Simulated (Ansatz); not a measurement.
**Sn at several levels of theory**

One geometry, relaxed with PBE, and single points on it; plane waves with PAW potentials in Ansatz, scalar-relativistic unless the row names spin-orbit coupling. No spin polarisation. Meshes are on the primitive cell of 2 atoms. Gaps are the least over mesh and band path; pressure is positive in compression. Smearing is Gaussian, 0.10 eV.

```xyz
2
Lattice="-2.9643 2.9643 1.6163 2.9643 -2.9643 1.6163 2.9643 2.9643 -1.6163" Properties=species:S:1:pos:R:3 pbc="T T T"
Sn    0.0000    2.9643    0.8082
Sn    0.0000    0.0000    0.0000
```

```json
{"level": "PBE", "cutoff (eV)": "420", "k mesh": "14×14×14", "gap (eV)": "0", "pressure (GPa)": "0.0", "rough cost with bands (core-min)": "0.9"}
```

Q: What do r2SCAN, PBE with spin-orbit coupling, LDA give on the same cell?

A:
```
                       level cutoff (eV) k mesh gap (eV) pressure (GPa) rough cost with bands (core-min)
                      r2SCAN          500  14×14×14         0            -1.5                               1.6
PBE with spin-orbit coupling          420  14×14×14         0             0.0                               2.3
                         LDA          420  14×14×14         0            -4.0                               0.9
```